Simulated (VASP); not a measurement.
A run of VASP 6.6.1 is set up as follows.

Contents of INCAR:

```
SYSTEM = Se
PREC = Accurate ; ENCUT = 520
EDIFF = 1E-7 ; ISMEAR = 0
SIGMA = 0.1 ; LREAL = .False.
LASPH = .True. ; NELM = 80
ALGO = Normal ; ISIF = 3
LWAVE = .False. ; LCHARG = .False.
METAGGA = R2SCAN ; LMIXTAU = .True.
IBRION = 2 ; NSW = 80
EDIFFG = -0.002 ; PSTRESS = 2500
```

KPOINTS

```
Automatic mesh
0
Gamma
  21 21 21
  0 0 0
```

File POSCAR:

```
Se                                      
1.0
    1.9208032899      1.1089922466      0.7841003236
   -1.9208032899      1.1089922466      0.7841003236
    0.0000000000     -2.2179844932      0.7841003236
  Se            
     1
Direct
     0.0000000000000000    0.0000000000000000    0.0000000000000000
```

Potentials or basis: VASP PAW PBE potentials, release 64 (Se).

Launch:

```bash
$ cat potpaw_PBE.64/Se/POTCAR > POTCAR
$ mpirun -np 1 vasp_std > vasp.out
```

Task: Estimate the band gap on the k mesh.

Result: None (metal or under the smearing width).

Final structure:
```
Se
1.0
     1.92076    1.10897    0.78410
    -1.92076    1.10897    0.78410
     0.00000   -2.21793    0.78409
Se
1
Direct
  0.00000 0.00000 0.00000
```
